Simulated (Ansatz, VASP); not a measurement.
# GaSb in two plane-wave programs

One calculation is typed for both programs; each brings its own data sets. How far apart do they land? The structure shown is the end of the Ansatz relaxation below.

Calculated with Ansatz 0.2.0; plane waves, with VASP 6.6.1 beside it; single point at PBEsol.

## 1. The structure

Symmetry: R3m, No. 160, trigonal system. Conventional cell: a = 4.279 Å, b = 4.279 Å, c = 10.630 Å, α = 90.00°, β = 90.00°, γ = 120.00°. Sb has 4 Ga at 2.63 to 2.64 Å nearest. Nearest to Ga lie 4 Sb at 2.63 to 2.64 Å. Farther neighbours are not listed.

## 2. Ansatz: relaxation, PBEsol

Ansatz runs on its PAW soft_1 files.

This run makes the geometry at which the two programs are then compared.

Input file input.yaml:

```yaml
crystal:
  lattice:
    - [4.27868397, 0.0, 0.0]
    - [-2.139341985, 3.7054490128, 0.0]
    - [0.0, 0.0, 10.649975742]
  atoms:
    - { symbol: Sb, position: [0.0, 0.0, 0.75] }
    - { symbol: Sb, position: [0.3333333, 0.6666667, 0.0833333] }
    - { symbol: Sb, position: [0.6666667, 0.3333333, 0.4166667] }
    - { symbol: Ga, position: [0.0, 0.0, 0.0] }
    - { symbol: Ga, position: [0.3333333, 0.6666667, 0.3333333] }
    - { symbol: Ga, position: [0.6666667, 0.3333333, 0.6666667] }
kpoints:
  mp_grid: { grid: [7, 7, 3] }
scf:
  occupations: { method: fermi_dirac, width: 0.02 }
hamiltonian:
  xc: pbesol
  pseudopotentials: { kind: paw, azcp: { folder: soft_1 }, xc_functional: pbe }
basis:
  ecutwfc: 600
output:
  forces: true
  stress: true
relax:
  f_tol: 0.005
  max_steps: 70
  cell: { stress_tol: 0.02, p_target: 0, fix: [a, b, alpha, beta, gamma] }
```

Launch:

```sh
ansatz run input.yaml --threads 8 --pin off --max-ram 18432MiB --backend cpu --events-out ev --progress --plain --runs-dir out
```

Numbers of over 12 decimals in the logs are rounded to 6 here.

Log:

```text
Engine: ansatz 0.2.0, aarch64-unknown-linux-gnu
Pseudopotentials: kind: paw
Pseudopotential: Sb, paw, valence charge 15, recommended cutoff 420 eV (normal), soft_1/Sb.paw.azcp
Pseudopotential: Ga, paw, valence charge 13, recommended cutoff 420 eV (normal), soft_1/Ga.paw.azcp
Functional definition: PBEsol
  exchange = pbesol_x
  correlation = pbesol_c
Crystal: 6 atoms, lattice volume = 168.849 Å³
Basis set: ecut = 600 eV, 5641 PW (Γ), exchange–correlation on 72×72×180 points (8 copies of the dense FFT grid, shifted against one another)
Bands: 51, of which v1, the nominal top of the filled ones, is band 42 counted from 1 (41 counted from 0)
Symmetry: 18 space group operations
Space group: R3m (ITA 160), of the structure as read, at distance tolerance 5.5e-5 Å
k-points: 20 of 147 (time reversal used)
Non-local potential: Sb, projectors of the file, l = 0: 2, l = 1: 2, l = 2: 2, l = 3: 1
Non-local potential: Ga, projectors of the file, l = 0: 2, l = 1: 2, l = 2: 3, l = 3: 1
PAW form: soft (Blöchl's): semilocal exchange-correlation on the pseudo side does not see the compensation charge
PAW frozen core: Sb, regenerated for the run's functional, and the local potential with it (the file was generated under x = pbe(κ = 0.804, μ = 0.219515), c = pbe(β = 0.066725))
PAW frozen core: Ga, regenerated for the run's functional, and the local potential with it (the file was generated under x = pbe(κ = 0.804, μ = 0.219515), c = pbe(β = 0.066725))
PAW one-centre angular grid: Sb, 590 points (default); XC on 64 Gauss nodes
PAW one-centre angular grid: Ga, 590 points (default); XC on 64 Gauss nodes
Initial density: superposition of atomic densities (chi_scale 0.1, normalization cell, long waves kept (reshape's long-wave potential 0.00 eV rms))
Initial wavefunctions: pseudopotential atomic-orbital guess
Functional: x = pbesol(κ = 0.804, μ = 0.123457), c = pbesol(β = 0.046)
SCF iter   1: F=—  HF=-30455.066589 eV  |F-HF|=—  |Δ(HF+E_count)|=         —  Δρ=3.22e-2  dr2=1.25e0  ethr=3.10e-3  ⟨swp⟩=6.9  Hψ=4362  notcnv=0
preconditioner: auto → Resta (q_TF=auto, 2.429 Å⁻¹)  ε∞=3.2  [insulator: Δε(μ)=0.058 eV  Ē_g=14.059 eV  σ=0.020 eV  W_gap=0.60  n_scr=38 (ndim 8)  ℏωp=21.0 eV  f_vac=0.006  D(μ)=0.30/eV (n_scr^D=0)  ε∞_Penn≈3.2]
SCF iter   2: F=—  HF=-30454.891233 eV  |F-HF|=—  |Δ(HF+E_count)|=   1.75e-1  Δρ=1.86e-2  dr2=4.39e-1  ethr=1.49e-3  ⟨swp⟩=2.0  Hψ=1289  notcnv=0  defer=70
SCF iter   3: F=—  HF=-30454.810121 eV  |F-HF|=—  |Δ(HF+E_count)|=   8.11e-2  Δρ=1.64e-3  dr2=7.87e-3  ethr=5.23e-4  ⟨swp⟩=2.0  Hψ=1187  notcnv=0  defer=70
SCF iter   4: F=—  HF=-30454.815207 eV  |F-HF|=—  |Δ(HF+E_count)|=   5.09e-3  Δρ=7.20e-4  dr2=1.11e-3  ethr=9.37e-6  ⟨swp⟩=2.5  Hψ=1820  notcnv=0  defer=70
SCF iter   5: F=—  HF=-30454.816321 eV  |F-HF|=—  |Δ(HF+E_count)|=   1.11e-3  Δρ=6.14e-4  dr2=4.14e-4  ethr=1.32e-6  ⟨swp⟩=2.0  Hψ=1600  notcnv=0  defer=70
SCF iter   6: F=—  HF=-30454.815932 eV  |F-HF|=—  |Δ(HF+E_count)|=   3.89e-4  Δρ=1.33e-4  dr2=3.05e-5  ethr=4.93e-7  ⟨swp⟩=2.0  Hψ=1543  notcnv=0  defer=70
SCF iter   7: F=—  HF=-30454.815925 eV  |F-HF|=—  |Δ(HF+E_count)|=   6.77e-6  Δρ=3.87e-5  dr2=2.34e-6  ethr=3.63e-8  ⟨swp⟩=2.0  Hψ=1756  notcnv=0  defer=70
SCF iter   8: F=-30454.815927 eV  HF=-30454.815927 eV  |F-HF|=1.47e-7  |Δ(HF+E_count)|=   1.94e-6  Δρ=7.11e-6  dr2=6.97e-8  ethr=1.19e-10  ⟨swp⟩=3.9  Hψ=4146  notcnv=0
SCF 1 converged in 8 iterations: F = -30454.815927 eV  dr2 = 6.97e-8
  greatest PAW one-centre occupation: 0.996 electrons in one spin orbital (limit 2), on the Sb atom at site 2 (counted from 0), in its partial waves of l = 2
relax step   1: F+E_penalty+E_count = -30454.81592744 eV  Δ(F+E_penalty+E_count) = +0.000e0 eV  max|allowed force component| = 1.263e-1 eV/Å  Δτ_max = 0.0000 Å  P = +0.750 GPa  Ω = 168.849 Å³  fix = [a, b, alpha, beta, gamma]  reactions: a +1.406, b +1.406 GPa  (8 SCF iters, dr2 threshold 1.00e-7 eV, accepted)
[...]
relax step   2: F+E_penalty+E_count = -30454.81794099 eV  Δ(F+E_penalty+E_count) = -2.014e-3 eV  max|allowed force component| = 8.540e-2 eV/Å  Δτ_max = 0.0123 Å  P = +0.843 GPa  Ω = 168.489 Å³  energy of the carried Pulay correction = +3.959e-6 eV  fix = [a, b, alpha, beta, gamma]  reactions: a +1.133, b +1.133 GPa  (5 SCF iters, dr2 threshold 6.00e-7 eV, accepted)
[...]
relax step   3: F+E_penalty+E_count = -30454.81927518 eV  Δ(F+E_penalty+E_count) = -1.334e-3 eV  max|allowed force component| = 7.644e-4 eV/Å  Δτ_max = 0.0051 Å  P = +0.832 GPa  Ω = 168.526 Å³  energy of the carried Pulay correction = +3.555e-6 eV  fix = [a, b, alpha, beta, gamma]  reactions: a +1.253, b +1.253 GPa  (4 SCF iters, dr2 threshold 4.56e-7 eV, accepted)
[...]
relax step   4: F+E_penalty+E_count = -30454.81927124 eV  Δ(F+E_penalty+E_count) = +3.939e-6 eV  max|allowed force component| = 6.240e-4 eV/Å  Δτ_max = 0.0000 Å  P = +0.832 GPa  Ω = 168.526 Å³  fix = [a, b, alpha, beta, gamma]  reactions: a +1.253, b +1.253 GPa  stress off target by 1.03e-2 GPa on what of the cell is left free  SCF on the basis re-selected at this cell (its energy is not comparable with the rows above)  (7 SCF iters)
basis re-selected at this cell: Δ(F+E_penalty+E_count) = +3.939e-6 eV, ΔP = -0.000 GPa vs the last step (what re-selecting the basis moved, of the pressure what is left beyond the Pulay correction that the steps carried, after the strain that the cell walked since its last selection, with what the two solves' SCF thresholds leave and, on support functions, any second-order correction that the steps lacked; it is no m [...]
SCF converged after 7 iterations
Free energy (F): -30454.819271 eV
Harris-Foulkes:  -30454.819271 eV  (|F-HF|=7.28e-12)
Internal energy: -30454.818986 eV  (E = F + TS)
E sigma→0 (E₀):  -30454.819129 eV
Entropy (-TS):   -0.000285 eV (-0.047 meV/atom)
Fermi energy:    8.015140 eV
--- Per-component energies (eV) ---
  E_band       = -766.553740
  E_kinetic    = 828.417553
  E_local      = -10069.434109  (includes V_loc(G=0)·N_el)
  E_nonlocal   = 900.457351
  E_hartree    = 5156.822355
  E_xc         = -481.605548
  E_vxc        = -438.873144  (∫ρ·V_xc dr)
  E_paw        = -19263.835025  (= ΣΔE_a)
  E_vpaw       = -2300.766132  (= ΣTr[D̂ρ^β])
  E_aug_tail   = 0.000007  (compensation charges beyond the density's cutoff)
  E_ewald      = -7529.226074
  E_core_change = 3.584503  (= ΣΔE_core)
  E_smearing   = -0.000285  (= −TS)
  E_closure    = 0.000000  (closes the sum)
  Σ components = -30454.819271   (vs F -30454.819271, Δ=0.00e0)
--- Forces (eV/Å), atoms counted from 1 ---
  atom   1  Sb     0.00000000     0.00000000    -0.00062381
  atom   2  Sb    -0.00000000     0.00000000    -0.00062381
  atom   3  Sb    -0.00000000     0.00000000    -0.00062381
  atom   4  Ga     0.00000000     0.00000000     0.00062415
  atom   5  Ga     0.00000000     0.00000000     0.00062415
  atom   6  Ga     0.00000000     0.00000000     0.00062415
  max |Σ_I F_I| component: 1.01e-6 eV/Å
--- Stress (GPa, compression-positive) ---
        1.253225       0.000000       0.000000
        0.000000       1.253225      -0.000000
        0.000000      -0.000000      -0.010335
  P = ⅓ Tr σ = 0.8320 GPa (8.320 kbar)
--- Relaxed structure (3 steps of the walk, 3 accepted, 1 SCFs on fresh bases) ---
  F+E_penalty+E_count = -30454.81927124 eV   max|allowed force component| = 6.240e-4 eV/Å   (the final SCF, on the basis selected at the relaxed cell)
  cell:  # Å, volume = 168.5260 Å³
    - [4.278684, 0, 0]
    - [-2.139342, 3.705449, 0]
    - [0, 0, 10.629573]
  atoms:
    - { symbol: Sb, position: [1.250340634430115e-19, 0, 0.750679] }
    - { symbol: Sb, position: [0.333333, 0.666667, 0.084012] }
    - { symbol: Sb, position: [0.666667, 0.333333, 0.417345] }
    - { symbol: Ga, position: [-1.2503406344301141e-19, 0, -0.000678689] }
    - { symbol: Ga, position: [0.333333, 0.666667, 0.332655] }
    - { symbol: Ga, position: [0.666667, 0.333333, 0.665988] }
```

## 3. VASP: single point, PBEsol, pair 1

The same cell, functional, mesh and smearing now go to VASP, with its own data sets.

Lines of VASP's logs that name or quote its potential files are left out, and so is its time.

Input file INCAR:

```
SYSTEM = GaSb
PREC = Accurate
ENCUT = 500
EDIFF = 1E-06
NELM = 120
ISMEAR = -1
SIGMA = 0.02
LREAL = .FALSE.
ALGO = Normal
GGA = PS
NBANDS = 33
LORBIT = 11
LWAVE = .FALSE.
LCHARG = .FALSE.
ISIF = 2
LASPH = .TRUE.
GGA_COMPAT = .FALSE.
KPAR = 2
```

Input file POSCAR:

```
GaSb
1.0
    4.2786839700      0.0000000000      0.0000000000
   -2.1393419850      3.7054490128      0.0000000000
    0.0000000000      0.0000000000     10.6295732311
Sb Ga
3 3
Direct
    0.0000000000      0.0000000000      0.7506786892
    0.3333333333      0.6666666667      0.0840120226
    0.6666666667      0.3333333333      0.4173453559
    0.0000000000      0.0000000000      0.9993213108
    0.3333333333      0.6666666667      0.3326546441
    0.6666666667      0.3333333333      0.6659879774
```

Input file KPOINTS:

```
Automatic mesh
0
Gamma
7 7 3
0 0 0
```

The projector-augmented-wave data sets are Sb and Ga_d (PBE family, release 64).

Launch:

```sh
mpirun -np 2 vasp_std
```

Log:

```text
[banner, memory and clock lines left out]
running    2 mpi-ranks, on    1 nodes
 distrk:  each k-point on    1 cores,    2 groups
 distr:  one band on    1 cores,    1 groups

 POSCAR found type information on POSCAR SbGa
 POSCAR found :  2 types and       6 ions
|                                                                             |
|               ----> ADVICE to this user running VASP <----                  |
|                                                                             |
|     You enforced a specific xc type in the INCAR file but a different       |
|     [... a line on the potential file left out ...]
|     I HOPE YOU KNOW WHAT YOU ARE DOING!                                     |
|                                                                             |

 LDA part: xc-table for (Slater+PW92), standard interpolation
 POSCAR, INCAR and KPOINTS ok, starting setup
 FFT: planning ... GRIDC
 FFT: planning ... GRID_SOFT
 FFT: planning ... GRID
 WAVECAR not read
 entering main loop
       N       E                     dE             d eps       ncg     rms          rms(c)
DAV:   1     0.377626251832E+03    0.37763E+03   -0.24170E+04  1344   0.203E+03
DAV:   2     0.238552379646E+02   -0.35377E+03   -0.34671E+03  1440   0.477E+02
DAV:   3    -0.228609212007E+02   -0.46716E+02   -0.45902E+02  1553   0.141E+02
DAV:   4    -0.246900760876E+02   -0.18292E+01   -0.18225E+01  1579   0.298E+01
DAV:   5    -0.247395278952E+02   -0.49452E-01   -0.49398E-01  1797   0.473E+00    0.565E+00
DAV:   6    -0.245077627806E+02    0.23177E+00   -0.34180E-01  1849   0.739E+00    0.327E+00
DAV:   7    -0.244252894042E+02    0.82473E-01   -0.20006E-01  1569   0.299E+00    0.490E-01
DAV:   8    -0.244265396489E+02   -0.12502E-02   -0.31897E-02  1598   0.200E+00    0.130E-01
DAV:   9    -0.244271277460E+02   -0.58810E-03   -0.27837E-03  1755   0.443E-01    0.413E-02
DAV:  10    -0.244272081439E+02   -0.80398E-04   -0.30256E-04  1678   0.187E-01    0.172E-02
DAV:  11    -0.244272299624E+02   -0.21818E-04   -0.57838E-05  1689   0.432E-02    0.770E-03
DAV:  12    -0.244272352359E+02   -0.52735E-05   -0.74816E-06  1440   0.148E-02    0.299E-03
DAV:  13    -0.244272354021E+02   -0.16618E-06   -0.39813E-07  1045   0.464E-03
   1 F= -.24427235E+02 E0= -.24427108E+02  d E =-.254840E-03
```

OUTCAR, selected parts (step 3):

```text
ion  position               nearest neighbor table
   1  0.000  0.000  0.751-   6 2.63   6 2.63   6 2.63   4 2.64
   2  0.333  0.667  0.084-   4 2.63   4 2.63   4 2.63   5 2.64
   3  0.667  0.333  0.417-   5 2.63   5 2.63   5 2.63   6 2.64
   4  0.000  0.000  0.999-   2 2.63   2 2.63   2 2.63   1 2.64
   5  0.333  0.667  0.333-   3 2.63   3 2.63   3 2.63   2 2.64
   6  0.667  0.333  0.666-   1 2.63   1 2.63   1 2.63   3 2.64

  LATTYP: Found a hexagonal cell.
 ALAT       =     4.2786839700
 C/A-ratio  =     2.4843090318

 Subroutine GETGRP returns: Found  6 space group operations
 (whereof  6 operations were pure point group operations)

The static configuration has the point symmetry C_3v.

 Found     20 irreducible k-points:

   k-points           NKPTS =     20   k-points in BZ     NKDIM =     20   number of bands    NBANDS=     33

   dimension x,y,z NGX =    32 NGY =   32 NGZ =   80
   dimension x,y,z NGXF=    64 NGYF=   64 NGZF=  160

   ENCUT  =  500.0 eV  36.75 Ry    6.06 a.u.   7.80  7.80 19.38*2*pi/ulx,y,z

   NELECT =      54.0000    total number of electrons

 k-points in reciprocal lattice and weights: Automatic mesh
   0.00000000  0.00000000  0.00000000       0.007
   0.14285714 -0.00000000  0.00000000       0.041
   0.28571429  0.00000000  0.00000000       0.041
   0.42857143  0.00000000  0.00000000       0.041
   0.14285714  0.14285714  0.00000000       0.041
   0.28571429  0.14285714  0.00000000       0.082
   0.42857143  0.14285714  0.00000000       0.041
   0.28571429  0.28571429  0.00000000       0.041
   0.00000000  0.00000000  0.33333333       0.014
[...]
0.42857143  0.14285714  0.33333333       0.082
   0.28571429  0.28571429  0.33333333       0.082

 average (electrostatic) potential at core
       1 -87.3114       2 -87.3114       3 -87.3114       4 -65.3855       5 -65.3855
       6 -65.3855

 E-fermi :   5.0178

 k-point     1 :       0.0000    0.0000    0.0000
  band No.  band energies     occupation
    ...
     23       4.0153      2.00000
     24       4.0153      2.00000
     25       4.8407      1.99971
     26       4.9669      1.85485
     27       4.9669      1.85484
     28       5.0533      0.29061
     29       5.6286      0.00000
     30       5.6286      0.00000
     31       7.6056      0.00000
     32       7.7198      0.00000
    ...

 k-point     2 :       0.1429   -0.0000    0.0000
  band No.  band energies     occupation
    ...
     23       2.9507      2.00000
     24       3.4216      2.00000
     25       4.0076      2.00000
     26       4.4927      2.00000
     27       4.5266      2.00000
     28       6.1777      0.00000
     29       6.7358      0.00000
     30       6.7461      0.00000
     31       7.6247      0.00000
     32       8.2840      0.00000
    ...

 k-point     3 :       0.2857    0.0000    0.0000
  band No.  band energies     occupation
    ...
     23       2.0984      2.00000
     24       2.7601      2.00000
     25       3.5919      2.00000
     26       3.6858      2.00000
     27       3.7852      2.00000
     28       6.2827      0.00000
     29       6.4199      0.00000
     30       6.9063      0.00000
     31       7.4782      0.00000
     32       7.8878      0.00000
    ...

  Total        1.3853788      1.3853788      0.0537343      0.0000000      0.0000000     -0.0000000
  in kB       13.1708026     13.1708026      0.5108520      0.0000000      0.0000000     -0.0000000
  external PRESSURE =       8.9508191 kB  Pullay stress =       0.0000000 kB

  energy-cutoff  :      500.00
  volume of cell :      168.53
      direct lattice vectors                 reciprocal lattice vectors
     4.278683970  0.000000000  0.000000000     0.233716724  0.134936413  0.000000000
    -2.139341985  3.705449013  0.000000000     0.000000000  0.269872827  0.000000000
     0.000000000  0.000000000 10.629573231     0.000000000  0.000000000  0.094077154

 POSITION                                       TOTAL-FORCE (eV/Angst)
 -----------------------------------------------------------------------------------
      0.00000      0.00000      7.97939        -0.000000      0.000000     -0.000430
     -0.00000      2.47030      0.89301        -0.000000      0.000000     -0.000430
      2.13934      1.23515      4.43620         0.000000      0.000000     -0.000430
      0.00000      0.00000     10.62236        -0.000000     -0.000000      0.000430
     -0.00000      2.47030      3.53598         0.000000     -0.000000      0.000430
      2.13934      1.23515      7.07917         0.000000     -0.000000      0.000430
 -----------------------------------------------------------------------------------
    total drift:                                0.000000      0.000001     -0.000799

  FREE ENERGIE OF THE ION-ELECTRON SYSTEM (eV)
  ---------------------------------------------------
  free  energy   TOTEN  =       -24.4272354021 eV

  energy  without entropy=      -24.4269805625  energy(sigma->0) =      -24.42710798

 total charge
# of ion       s       p       d       tot
------------------------------------------
    1        1.129   1.349   0.029   2.506
    2        1.129   1.349   0.029   2.506
    3        1.129   1.349   0.029   2.506
    4        0.908   0.784   9.965  11.657
    5        0.908   0.784   9.965  11.657
    6        0.908   0.784   9.965  11.657
--------------------------------------------------
tot          6.110   6.397  29.981  42.488

[... 3 further parts left out ...]
```

The run ends at a pressure of 0.90 GPa, with forces up to 4.3e-4 eV/Å.

## 4. Comparison

Known differences besides the potentials themselves: the data sets hold 84 valence electrons in Ansatz (on its PAW soft_1 files) and 54 in VASP; the cutoff is 600 eV in Ansatz and 500 eV in VASP; Ansatz makes its cores anew for this functional, VASP keeps those of its PBE data sets; Ansatz's pressure holds a Pulay correction, VASP's none. Total energies have different zeros and are not compared.

Compared:

| quantity | Ansatz | VASP | difference |
| --- | --- | --- | --- |
| pressure (GPa) | 0.83 | 0.90 | -0.06 |
| gap on the k mesh (eV) | 0.079 | 0.086 | -0.008 |

A gap on the mesh is an upper bound, since the band edges may lie between its points.

## 5. Ansatz: relaxation, PBEsol

This run makes the geometry at which the two programs are then compared. The cell compared in this pair holds 163.39 Å³, against 168.53 Å³ for the pair before.

The structure compared here is the end of the Ansatz relaxation.

input.yaml, as its differences from that of step 2:

```diff
@@ -2,5 +2,5 @@
   lattice:
-    - [4.27868397, 0.0, 0.0]
-    - [-2.139341985, 3.7054490128, 0.0]
-    - [0.0, 0.0, 10.649975742]
+    - [4.19224591, 0.0, 0.0]
+    - [-2.096122955, 3.630591457, 0.0]
+    - [0.0, 0.0, 10.777013226]
   atoms:
```

Launch:

```sh
ansatz run input.yaml --threads 8 --pin off --max-ram 18432MiB --backend cpu --events-out ev --progress --plain --runs-dir out
```

Log:

```text
[...]
Crystal: 6 atoms, lattice volume = 164.030 Å³
Basis set: ecut = 600 eV, 5497 PW (Γ), exchange–correlation on 72×72×180 points (8 copies of the dense FFT grid, shifted against one another)
Bands: 51, of which v1, the nominal top of the filled ones, is band 42 counted from 1 (41 counted from 0)
Symmetry: 18 space group operations
[...]
cell:  # Å, volume = 163.3871 Å³
    - [4.192246, 0, 0]
    - [-2.096123, 3.630591, 0]
    - [0, 0, 10.734791]
  atoms:
    - { symbol: Sb, position: [4.253522120193237e-19, 0, 0.752236] }
    - { symbol: Sb, position: [0.333333, 0.666667, 0.085569] }
    - { symbol: Sb, position: [0.666667, 0.333333, 0.418902] }
    - { symbol: Ga, position: [-4.253522120193235e-19, 0, -0.00223552] }
    - { symbol: Ga, position: [0.333333, 0.666667, 0.331098] }
    - { symbol: Ga, position: [0.666667, 0.333333, 0.664431] }
[key lines of the parts left out:]
SCF converged after 6 iterations
Free energy (F): -30454.708992 eV
Fermi energy:    8.568500 eV
P = ⅓ Tr σ = 2.6870 GPa (26.870 kbar)
```

(Continued in part 2 of 2.)

[Lines on the potential files, build, host, timing and source positions are cut from VASP's logs without a mark.]

[Logs are printed without paths, hosts, clocks, repeated set-up lines and the standing remarks that a program may print on its own settings, such as how far it seeks lower states.]

[Hosts, paths, dates, database ids (printed as entryN), source tags and the programs' standing remarks are cut or masked in the printed files.]
